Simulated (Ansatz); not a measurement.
# MgS (P6_3mc) in Ansatz: Born charges and dielectric tensor with PBEsol

Aim: the Born charges and dielectric tensor of MgS with PBEsol.

Everything below comes from runs of Ansatz 0.2.0. Logs are shortened: lines on timing, memory, paths and dates and some standing lists are left out, and cuts for length are marked.

### 1 The crystal as given

The structure is hexagonal, space group P6_3mc (No. 186). Conventional cell: a = 4.035 Å, b = 4.035 Å, c = 6.432 Å, α = 90.00°, β = 90.00°, γ = 120.00°. Around S (site symmetry 3m) lie 4 Mg at 2.45 to 2.47 Å. Mg (site symmetry 3m) has 4 S at 2.45 to 2.47 Å as nearest neighbours.

The cell comes from a database or a generator and needn't be the stable form of this composition.

### 2 Born charges and dielectric tensor, PBEsol

Contents of input.yaml:

```yaml
crystal:
  lattice:
    - [4.0346224068, 0.0, 0.0]
    - [-2.0173112034, 3.494085499, 0.0]
    - [0.0, 0.0, 6.43229418]
  atoms:
    - { symbol: S, position: [0.6666666667, 0.3333333333, 0.87924415] }
    - { symbol: S, position: [0.3333333333, 0.6666666667, 0.37924415] }
    - { symbol: Mg, position: [0.3333333333, 0.6666666667, 0.99575485] }
    - { symbol: Mg, position: [0.6666666667, 0.3333333333, 0.49575485] }
hamiltonian:
  xc: pbesol
  pseudopotentials: { kind: paw }
kpoints:
  mp_grid: { grid: [6, 6, 4] }
scf:
  occupations: { method: fixed }
output:
  eigenvalues: true
dielectric:
  method: response
```

Potentials or basis: Ansatz PAW.

On the command line:

```console
$ ansatz run input.yaml --threads 2 --pin off --max-ram 5632MiB --backend cpu --events-out ev --progress --plain --runs-dir out
```

The log of the run:

```text
Warning: RAYON_NUM_THREADS=2 ignored (pool sized by the plan → 2); use --threads N
Engine: ansatz 0.2.0, aarch64-unknown-linux-gnu
Pseudopotentials: kind: paw
Pseudopotential: S, paw, valence charge 6, recommended cutoff 420 eV (normal), S.paw.azcp
Pseudopotential: Mg, paw, valence charge 10, recommended cutoff 420 eV (normal), Mg.paw.azcp
Functional definition: PBEsol
  exchange = pbesol_x
  correlation = pbesol_c
Crystal: 4 atoms, lattice volume = 90.678 Å³
Basis set: ecut = 420 eV, 1785 PW (Γ), exchange–correlation on 54×54×96 points (8 copies of the dense FFT grid, shifted against one another)
Bands: 20, of which v1, the nominal top of the filled ones, is band 16 counted from 1 (15 counted from 0)
Symmetry: 12 space group operations
k-points: 47 of 144 (irreducible under 2 space group operations, time reversal used)
Non-local potential: S, projectors of the file, l = 0: 2, l = 1: 2, l = 2: 2
Non-local potential: Mg, projectors of the file, l = 0: 3, l = 1: 2, l = 2: 1
PAW form: soft (Blöchl's): semilocal exchange-correlation on the pseudo side does not see the compensation charge
PAW frozen core: S, regenerated for the run's functional, and the local potential with it (the file was generated under x = pbe(κ = 0.804, μ = 0.2195149727645171), c = pbe(β = 0.06672455060314922))
PAW frozen core: Mg, regenerated for the run's functional, and the local potential with it (the file was generated under x = pbe(κ = 0.804, μ = 0.2195149727645171), c = pbe(β = 0.06672455060314922))
PAW one-centre angular grid: S, 110 points (default); XC on 64 Gauss nodes
PAW one-centre angular grid: Mg, 110 points (default); XC on 64 Gauss nodes
Initial density: superposition of atomic densities (neutral atoms: chi_scale 0, normalization atom), corrected by the library's trained network
Initial wavefunctions: pseudopotential atomic-orbital guess
Functional: x = pbesol(κ = 0.804, μ = 0.12345679012345678), c = pbesol(β = 0.046)
SCF iter   1: F=—  HF=-5599.568584 eV  |F-HF|=—  |Δ(HF+E_count)|=         —  Δρ=3.02e-3  dr2=1.42e-2  ethr=1.77e-3  ⟨swp⟩=5.0  Hψ=4025  notcnv=0  defer=86
preconditioner: auto → Resta (q_TF=auto, 2.294 Å⁻¹)  ε∞=3.6  [insulator: Δε(μ)=3.225 eV  Ē_g=9.681 eV  n_scr=22 (ndim 8)  ℏωp=15.6 eV  f_vac=0.037  ε∞_Penn≈3.6]
SCF iter   2: F=—  HF=-5599.561108 eV  |F-HF|=—  |Δ(HF+E_count)|=   7.48e-3  Δρ=1.53e-3  dr2=3.51e-3  ethr=4.44e-5  ⟨swp⟩=2.1  Hψ=1772  notcnv=0  defer=93
SCF iter   3: F=—  HF=-5599.560324 eV  |F-HF|=—  |Δ(HF+E_count)|=   7.84e-4  Δρ=4.31e-4  dr2=1.13e-4  ethr=1.10e-5  ⟨swp⟩=3.0  Hψ=1789  notcnv=0  defer=93
SCF iter   4: F=—  HF=-5599.560344 eV  |F-HF|=—  |Δ(HF+E_count)|=   2.04e-5  Δρ=2.06e-4  dr2=3.71e-5  ethr=3.54e-7  ⟨swp⟩=2.0  Hψ=1700  notcnv=0  defer=93
SCF iter   5: F=—  HF=-5599.560332 eV  |F-HF|=—  |Δ(HF+E_count)|=   1.19e-5  Δρ=8.63e-5  dr2=7.63e-6  ethr=1.16e-7  ⟨swp⟩=3.0  Hψ=1974  notcnv=0  defer=2
SCF iter   6: F=—  HF=-5599.560332 eV  |F-HF|=—  |Δ(HF+E_count)|=   6.96e-8  Δρ=8.75e-6  dr2=1.09e-7  ethr=2.38e-8  ⟨swp⟩=2.0  Hψ=1598  notcnv=0  defer=2
SCF iter   7: F=—  HF=-5599.560332 eV  |F-HF|=—  |Δ(HF+E_count)|=   1.84e-7  Δρ=2.22e-6  dr2=5.93e-9  ethr=3.40e-10  ⟨swp⟩=2.0  Hψ=1599  notcnv=0  defer=1
SCF iter   8: F=—  HF=-5599.560332 eV  |F-HF|=—  |Δ(HF+E_count)|=   7.42e-9  Δρ=5.66e-7  dr2=3.10e-10  ethr=1.85e-11  ⟨swp⟩=2.0  Hψ=1270  notcnv=0  defer=1
SCF iter   9: F=-5599.560332 eV  HF=-5599.560332 eV  |F-HF|=4.55e-12  |Δ(HF+E_count)|=  9.73e-11  Δρ=6.82e-8  dr2=6.31e-12  ethr=1.00e-12  ⟨swp⟩=4.0  Hψ=3118  notcnv=0
SCF 1 converged in 9 iterations: F = -5599.560332 eV  dr2 = 6.31e-12
DFPT response loops at Γ: preconditioner auto → Resta (q_TF=auto, 2.294 Å⁻¹)  ε∞=4.3 (no band partly filled); β = 1.00, the filter's whole step (`scf.mixing.beta` (0.50) is not read by the response loops at its default; to damp them type it under 1.00, their step now; it binds the ground state too); Broyden in place of MSR1
── the response to a field inside a basis, on 6×6×4 k-points: an SCF that follows is theirs, and a resumed run solves both again ──
Bands: 17, of which v1, the nominal top of the filled ones, is band 16 counted from 1 (15 counted from 0)
k-points: 24 of 144 (irreducible under 4 space group operations, time reversal used)
Initial density: handed on by an earlier stage of this run
Initial wavefunctions: pseudopotential atomic-orbital guess (no wavefunctions were taken with the density)
Eigensolver: Dense (24 Hₖ)
SCF iter   1: F=—  HF=-5599.556845 eV  |F-HF|=—  |Δ(HF+E_count)|=         —  Δρ=1.03e-4  dr2=1.82e-6  ethr=1.00e-1
preconditioner: auto → Resta (q_TF=auto, 2.294 Å⁻¹)  ε∞=4.2  [insulator: Δε(μ)=3.878 eV  Ē_g=8.680 eV  n_scr=22 (ndim 8)  ℏωp=15.6 eV  f_vac=0.033  ε∞_Penn≈4.2]
SCF iter   2: F=—  HF=-5599.556847 eV  |F-HF|=—  |Δ(HF+E_count)|=   2.42e-6  Δρ=5.52e-5  dr2=5.52e-7  ethr=5.68e-9
SCF iter   3: F=-5599.556848 eV  HF=-5599.556848 eV  |F-HF|=7.61e-9  |Δ(HF+E_count)|=   9.99e-7  Δρ=2.20e-6  dr2=6.51e-9  ethr=1.73e-9
SCF 1 converged in 3 iterations: F = -5599.556848 eV  dr2 = 6.51e-9
DFPT response loops at Γ: preconditioner auto → Resta (q_TF=auto, 2.294 Å⁻¹)  ε∞=3.9 (no band partly filled); β = 1.00, the filter's whole step (`scf.mixing.beta` (0.50) is not read by the response loops at its default; to damp them type it under 1.00, their step now; it binds the ground state too); Broyden in place of MSR1
SCF converged after 9 iterations
Free energy (F): -5599.560332 eV
Harris-Foulkes:  -5599.560332 eV  (|F-HF|=4.55e-12)
Internal energy: -5599.560332 eV  (E = F + TS)
E sigma→0 (E₀):  -5599.560332 eV
Fermi energy:    3.204398 eV
--- Per-component energies (eV) ---
  E_band       = -738.489334
  E_kinetic    = 367.417492
  E_local      = -3771.497318  (includes V_loc(G=0)·N_el)
  E_nonlocal   = 248.867934
  E_hartree    = 1365.537188
  E_xc         = -251.063858
  E_vxc        = -251.049093  (∫ρ·V_xc dr)
  E_paw        = -1730.825053  (= ΣΔE_a)
  E_vpaw       = -63.302677  (= ΣTr[D̂ρ^β])
  E_aug_tail   = -0.000003  (compensation charges beyond the density's cutoff)
  E_ewald      = -1828.238337
  E_core_change = 0.241623  (= ΣΔE_core)
  E_smearing   = -0.000000  (= −TS)
  E_closure    = 0.000000  (closes the sum)
  Σ components = -5599.560332   (vs F -5599.560332, Δ=0.00e0)
--- Band table (eV; the first three rows and the last of 47) ---
  k-point 0: bands = ["-70.3365", "-70.3365", "-37.2854", "-37.2826", "-37.2789", "-37.2789", "-37.2784", "-37.2784", "-8.2094", "-7.4636", "-0.0680", "2.6186", "2.6186", "3.0415", "3.0415", "3.2044", "6.4722", "7.7539", "10.5634", "10.5634"]
  k-point 1: bands = ["-70.3365", "-70.3365", "-37.2850", "-37.2830", "-37.2788", "-37.2788", "-37.2784", "-37.2784", "-8.1142", "-7.5898", "0.2952", "2.4744", "2.6770", "2.6770", "2.9759", "2.9759", "7.1739", "7.8971", "10.5222", "10.5222"]
  k-point 2: bands = ["-70.3365", "-70.3365", "-37.2840", "-37.2840", "-37.2786", "-37.2786", "-37.2786", "-37.2786", "-7.8671", "-7.8671", "1.2523", "1.2523", "2.8229", "2.8229", "2.8229", "2.8229", "7.9723", "7.9723", "10.6766", "10.6766"]
  k-point 46: bands = ["-70.3365", "-70.3364", "-37.2842", "-37.2836", "-37.2803", "-37.2801", "-37.2795", "-37.2791", "-7.4986", "-7.3100", "0.2597", "0.5467", "1.4600", "1.8925", "2.1365", "2.6204", "8.1255", "8.8883", "9.4386", "10.1301"]
--- Dielectric response (ions clamped): 3 representative field directions + reference, inside a basis on a mesh of 144 k-points (Σ response iterations 12) ---
  ε∞ (high-frequency dielectric tensor):
        4.093802     0.000000     0.000000
        0.000000     4.093802     0.000000
       -0.000000    -0.000000     4.220765
  Born effective charges Z* (e; rows j = field, columns β = displacement):
    site 0:
        -1.87936   -0.00000    0.00000
        -0.00000   -1.87936    0.00000
        -0.00000    0.00000   -1.95773
    site 1:
        -1.87936    0.00000    0.00000
         0.00000   -1.87936   -0.00000
         0.00000    0.00000   -1.95773
    site 2:
         1.87936    0.00000   -0.00000
         0.00000    1.87936   -0.00000
         0.00000   -0.00000    1.95773
    site 3:
         1.87936    0.00000    0.00000
         0.00000    1.87936    0.00000
        -0.00000    0.00000    1.95773
  Z* charge neutrality: 8.315e-3 e pre-enforcement
  solved inside a basis spanned on kpoints, on 6×6×4 k-points, its susceptibility summed on 10×10×6: ε∞ is read to err by 1.3e-2, Z* by 1.5e-2 e (field_mesh: kpoints solves on kpoints); Z* is corrected for what the basis lacks
```

It took 37 s on 2 threads of Arm Neoverse V2, shared host; peak memory 0.63 GiB.

What came out:

| Item | Value |
| --- | --- |
| Free energy | -5599.5603 eV |
| Band gap on the k mesh | 3.27 eV, direct |
| Electronic dielectric tensor (diagonal) | 4.09, 4.09, 4.22 |
| Born charges (mean of the diagonal) | S -1.91; Mg +1.91 e |

Levels at points of the mesh, in eV from the valence-band top:
| k point | band 12 | band 13 | band 14 | band 15 | band 16 | band 17 | band 18 | band 19 | band 20 |
| --- | --- | --- | --- | --- | --- | --- | --- | --- | --- |
| (0.00, 0.00, 0.00) | -0.59 | -0.59 | -0.16 | -0.16 | 0.00 | 3.27 | 4.55 | 7.36 | 7.36 |
| (0.00, 0.00, -0.50) | -1.95 | -0.38 | -0.38 | -0.38 | -0.38 | 4.77 | 4.77 | 7.47 | 7.47 |
| (0.00, -0.50, 0.00) | -2.48 | -1.91 | -1.26 | -0.95 | -0.48 | 4.57 | 5.05 | 5.67 | 7.36 |
| (0.00, -0.50, -0.50) | -3.16 | -0.91 | -0.91 | -0.82 | -0.82 | 4.49 | 4.49 | 6.17 | 6.17 |
| (-0.50, 0.00, 0.00) | -2.48 | -1.91 | -1.26 | -0.95 | -0.48 | 4.57 | 5.05 | 5.67 | 7.36 |
| (-0.50, 0.00, -0.50) | -3.16 | -0.91 | -0.91 | -0.82 | -0.82 | 4.49 | 4.49 | 6.17 | 6.17 |

Electronic dielectric tensor:
```
4.09 0.00 0.00
0.00 4.09 0.00
0.00 0.00 4.22
```

Born effective charge tensors (e):
atom 1, S
```
-1.88  0.00  0.00
 0.00 -1.88  0.00
 0.00  0.00 -1.96
```
atom 2, S
```
-1.88  0.00  0.00
 0.00 -1.88  0.00
 0.00  0.00 -1.96
```
atom 3, Mg
```
1.88 0.00 0.00
0.00 1.88 0.00
0.00 0.00 1.96
```
atom 4, Mg
```
1.88 0.00 0.00
0.00 1.88 0.00
0.00 0.00 1.96
```

 As with any semilocal functional, this PBEsol gap is likely too small.
